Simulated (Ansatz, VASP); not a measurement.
One calculation of WS2, two programs

```xyz
3
Lattice="1.5790 0.9116 6.1633 -1.5790 0.9116 6.1633 0.0000 -1.8233 6.1633" Properties=species:S:1:pos:R:3 pbc="T T T"
W     0.0000    0.0000    0.0000
S     0.0000    0.0000   13.8730
S     0.0000    0.0000   10.7427
```

Alike in both runs: task single point; functional PBEsol; k mesh 7 × 7 × 7; occupations gaussian, width 0.05 eV; collinear spin.

|  | VASP | Ansatz |
| --- | --- | --- |
| version | VASP 6.6.1 | Ansatz 0.2.0 |
| potentials or method | VASP PAW PBE potentials, release 64 (W_sv, S) | scalar-relativistic, plane waves, PAW |
| plane-wave cutoff (eV) | 520 | 420 |
| valence electrons in the cell | 26 | 26 |

```tsv
	VASP	Ansatz	Ansatz less VASP
gap on the k mesh at the Fermi level (eV)	1.11	1.09	-0.017
least direct gap on the mesh (eV)	2.32	2.30	-0.016
pressure (GPa)	-0.5	-0.6	-0.12
largest component of the traceless stress (GPa)	0.71	0.68	-0.030
rms of the force components (eV/Å)	0.247	0.247	+0.0003
net moment per atom (μB)	0.00	0.00	0.000
```

Atom by atom the forces differ by 0.010 eV/Å (rms over components). With one functional, cell and mesh, what is left measures potentials, basis and numerics. Ansatz warned: «seeded_moment_not_kept».

Caveats: the PAW data sets were made with another functional, which shifts forces and pressure a little (VASP); spin-orbit coupling is left out, which moves the levels of the heavy elements; an odd mesh through Γ misses points on the zone boundary, where band edges often lie. A hybrid or GW would open this gap; PBEsol tends to underestimate it.
